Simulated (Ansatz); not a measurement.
input.yaml (Ansatz)

```yaml
crystal:
  lattice:
    - [6.6420688013, 3.8348002104, 2.2257372327]
    - [-6.6420688013, 3.8348002104, 2.2257372327]
    - [0.0, -7.6696004209, 2.2257372325]
  atoms:
    - { symbol: Se, position: [0.220092288, 0.1115375899, 0.9035493754] }
    - { symbol: Se, position: [0.9035493754, 0.220092288, 0.1115375899] }
    - { symbol: Se, position: [0.1115375899, 0.9035493754, 0.220092288] }
    - { symbol: Se, position: [0.779907712, 0.8884624101, 0.0964506246] }
    - { symbol: Se, position: [0.0964506246, 0.779907712, 0.8884624101] }
    - { symbol: Se, position: [0.8884624101, 0.0964506246, 0.779907712] }
hamiltonian:
  xc: rpbe
  pseudopotentials:
    kind: paw
    azcp:
      Se: "pseudopotentials/Se.paw.azcp"
basis:
  ecutwfc: 420
  fft_grid_basis: typed
kpoints:
  mp_grid: { grid: [5, 5, 5], shift: [0, 0, 0] }
magnetization:
  spin_polarized: false
scf:
  occupations: { method: fermi_dirac, width: 0.05 }
```

Output

```
Engine: ansatz 0.2.0, aarch64-unknown-linux-gnu
Pseudopotentials: kind: paw
Pseudopotential: Se, paw, valence charge 16, recommended cutoff 420 eV (normal) 
Functional definition: RPBE
  parameter kappa = 0.804
  parameter beta = 0.06672455060314922
  exchange = rpbe_x(kappa = kappa, mu = beta*pi^2/3)
  correlation = pbe_c(beta = beta)
Crystal: 6 atoms, lattice volume = 340.151 Å³
Basis set: ecut = 420 eV, 6649 PW (Γ)
Bands: 54, of which v1, the nominal top of the filled ones, is band 48 counted from 1 (47 counted from 0)
Symmetry: 6 space group operations
Space group: R-3 (ITA 148), of the structure as read, at distance tolerance 7.0e-5 Å
k-points: 23 of 125
Non-local potential: Se, projectors of the file, l = 0: 2, l = 1: 2, l = 2: 3, l = 3: 1
PAW form: soft (Blöchl's): semilocal exchange-correlation on the pseudo side does not see the compensation charge
PAW frozen core: Se, regenerated for the run's functional, and the local potential with it (the file was generated under x = pbe(κ = 0.804, μ = 0.2195149727645171), c = pbe(β = 0.06672455060314922))
PAW one-centre angular grid: Se, 590 points (default); XC on 64 Gauss nodes
Initial density: superposition of atomic densities (neutral atoms: chi_scale 0, normalization atom), corrected by the library's trained network
Initial wavefunctions: pseudopotential atomic-orbital guess
Functional: x = rpbe, c = pbe(β = 0.06672455060314922)
SCF iter   1: F=—  HF=-32851.072554 eV  |F-HF|=—  |Δ(HF+E_count)|=         —  Δρ=2.59e-3  dr2=2.59e-2  ethr=1.77e-3  ⟨swp⟩=6.0  Hψ=4517  notcnv=0
SCF iter   2: F=—  HF=-32851.071534 eV  |F-HF|=—  |Δ(HF+E_count)|=   1.02e-3  Δρ=1.29e-3  dr2=5.41e-3  ethr=2.69e-5  ⟨swp⟩=2.0  Hψ=1886  notcnv=0
SCF iter   3: F=—  HF=-32851.071758 eV  |F-HF|=—  |Δ(HF+E_count)|=   2.24e-4  Δρ=3.07e-4  dr2=5.56e-4  ethr=5.63e-6  ⟨swp⟩=2.0  Hψ=1677  notcnv=0
SCF iter   4: F=—  HF=-32851.071464 eV  |F-HF|=—  |Δ(HF+E_count)|=   2.94e-4  Δρ=6.53e-5  dr2=3.18e-5  ethr=5.79e-7  ⟨swp⟩=2.9  Hψ=2383  notcnv=0
SCF iter   5: F=—  HF=-32851.071376 eV  |F-HF|=—  |Δ(HF+E_count)|=   8.81e-5  Δρ=3.38e-5  dr2=7.28e-6  ethr=3.31e-8  ⟨swp⟩=2.0  Hψ=2346  notcnv=0
SCF iter   6: F=—  HF=-32851.071365 eV  |F-HF|=—  |Δ(HF+E_count)|=   1.15e-5  Δρ=7.53e-6  dr2=4.36e-7  ethr=7.58e-9  ⟨swp⟩=3.0  Hψ=2550  notcnv=0
SCF iter   7: F=-32851.071364 eV  HF=-32851.071364 eV  |F-HF|=8.44e-8  |Δ(HF+E_count)|=   9.32e-7  Δρ=1.91e-6  dr2=2.17e-8  ethr=1.04e-10  ⟨swp⟩=3.0  Hψ=3047  notcnv=0
SCF 1 converged in 7 iterations: F = -32851.071364 eV  dr2 = 2.17e-8
SCF converged after 7 iterations
Free energy (F): -32851.071364 eV
Harris-Foulkes:  -32851.071364 eV  (|F-HF|=8.44e-8)
Internal energy: -32851.071364 eV  (E = F + TS)
E sigma→0 (E₀):  -32851.071364 eV
Fermi energy:    1.055534 eV
--- Per-component energies (eV) ---
  E_band       = -3031.853458
  E_kinetic    = 699.345076
  E_local      = -22912.769539  (includes V_loc(G=0)·N_el)
  E_nonlocal   = -3577.199424
  E_hartree    = 11010.663254
  E_xc         = -620.490471
  E_vxc        = -579.792329  (∫ρ·V_xc dr)
  E_paw        = -11504.825968  (= ΣΔE_a)
  E_vpaw       = 1317.233807  (= ΣTr[D̂ρ^β])
  E_aug_tail   = -0.003584  (compensation charges beyond the density's cutoff)
  E_ewald      = -5944.143113
  E_core_change = -1.647594  (= ΣΔE_core)
  E_smearing   = -0.000000  (= −TS)
  E_closure    = -0.000000  (closes the sum)
  Σ components = -32851.071364   (vs F -32851.071364, Δ=0.00e0)
```
